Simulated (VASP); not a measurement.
# BN in VASP: how settings move the PBE single point

Aim: see what changed inputs do to the PBE single point of BN (wurtzite), under +1.5 % strain along x alone.

Code: VASP 6.6.1. PAW datasets, plane waves. (Simulation; spin polarisation is off (in the reference).)

## 1. The system as given

The cell comes from an earlier relaxation with r2SCAN in another program, then strained, with the atoms relaxed again. Some of the altered inputs switch spin polarisation on.

It is orthorhombic, Cmc2_1 (No. 36); conventional cell a = 2.582 Å, b = 4.406 Å, c = 4.208 Å, 5.98 Å³ an atom. Near B stand 4 N at 1.56–1.58 Å; near N stand 4 B at 1.56–1.58 Å.

Structure file:

```xyz
4
Lattice="2.5821 0.0000 0.0000 -1.2911 2.2031 0.0000 0.0000 0.0000 4.2078" Properties=species:S:1:pos:R:3 pbc="T T T"
B     0.0000    1.4697    0.0007
B     1.2911    0.7334    2.1047
N     0.0000    1.4661    1.5772
N     1.2911    0.7371    3.6811
```

## 2. Baseline

INCAR reads:

```
ENCUT = 520.000000
SIGMA = 0.020000
EDIFF = 1.00e-07
GGA = PE
PREC = Accurate
IBRION = -1
ISIF = 2
ISMEAR = -1
NBANDS = 16
NELM = 120
NSW = 0
LASPH = .TRUE.
LCHARG = .TRUE.
LELF = .TRUE.
LWAVE = .FALSE.
LREAL = .FALSE.
```

KPOINTS reads:

```
KPOINTS created by Atomic Simulation Environment
0
Gamma
12 12 6
0 0 0
```

POSCAR reads:

```
B  N
 1.0000000000000000
     2.5821092527000000    0.0000000000293005    0.0000000000000000
    -1.2910546263750000    2.2031253281853500    0.0000000000000000
     0.0000000000000000    0.0000000000000000    4.2078153384999997
 B   N
   2   2
Cartesian
 -0.0000000000166780  1.4697206491773263  0.0007465638077173
  1.2910546263416778  0.7334046790373242  2.1046542330577171
 -0.0000000000166361  1.4660538675610773  1.5771841881297826
  1.2910546263416358  0.7370714606535732  3.6810918573797822
```

A file KPOINTS_OPT adds named points for the levels; it doesn't enter the self-consistent loop.

Potentials: the recommended PBE PAW datasets, 16 valence electrons.

Started as:

```bash
mpirun -np 1 vasp_std
```

## 3. Try 1

INCAR reads:

```
ENCUT = 520.000000
SIGMA = 0.020000
EDIFF = 1.00e-07
GGA = PE
PREC = Accurate
IBRION = -1
ISIF = 2
ISMEAR = -1
NSW = 0
LASPH = .TRUE.
LCHARG = .FALSE.
LWAVE = .FALSE.
LREAL = .FALSE.
NBANDS = 9
NELM = 81
```

KPOINTS is that of step 2.

POSCAR is that of step 2.

## 4. Try 2

INCAR reads:

```
ENCUT = 520.000000
SIGMA = 0.020000
EDIFF = 1.00e-07
GGA = PE
PREC = Accurate
IBRION = -1
ISIF = 2
ISMEAR = -1
NBANDS = 16
NSW = 0
LASPH = .TRUE.
LCHARG = .FALSE.
LWAVE = .FALSE.
LREAL = .TRUE.
NELM = 84
```

KPOINTS reads:

```
KPOINTS created by Atomic Simulation Environment
0
Monkhorst-Pack
12 12 6
0 0 0
```

POSCAR is that of step 2.

## 5. Try 3

Changes to INCAR since step 2:

```diff
@@ -12,5 +12,6 @@
 LASPH = .TRUE.
-LCHARG = .TRUE.
-LELF = .TRUE.
+LCHARG = .FALSE.
 LWAVE = .FALSE.
 LREAL = .FALSE.
+ISPIN = 2
+MAGMOM = 0.5 -0.5 0.5 -0.5
```

KPOINTS is that of step 2.

POSCAR is that of step 2.

What does the calculation give? Wanted: for each run, changed; ending; energy change; pressure; electronic steps; usable.

As calculated:

| run | changed | ending | energy change (meV/atom) | pressure (GPa) | gap on the mesh (eV; negative: overlap) | electronic steps | time | usable |
| --- | --- | --- | --- | --- | --- | --- | --- | --- |
| ref. | – | converged | 0 | -0.7 | 5.19 | 13 | 46 s | yes |
| 1 | NBANDS = 9, NELM = 81 | converged | 0.0 | -0.7 | 5.19 | 14 | 31 s | yes |
| 2 | LREAL = .TRUE., NELM = 84, shifted mesh | converged | 0.6 | -8.4 | 5.57 | 13 | 88 s | no |
| 3 | ISPIN = 2, MAGMOM = 0.5 -0.5 0.5 -0.5 | converged | 0.0 | -0.7 | – | 16 | 1.8 min | yes |

**Reading.** Of 3 altered inputs, 1 ended normally on a faulty or unsound input, 2 gave usable results.
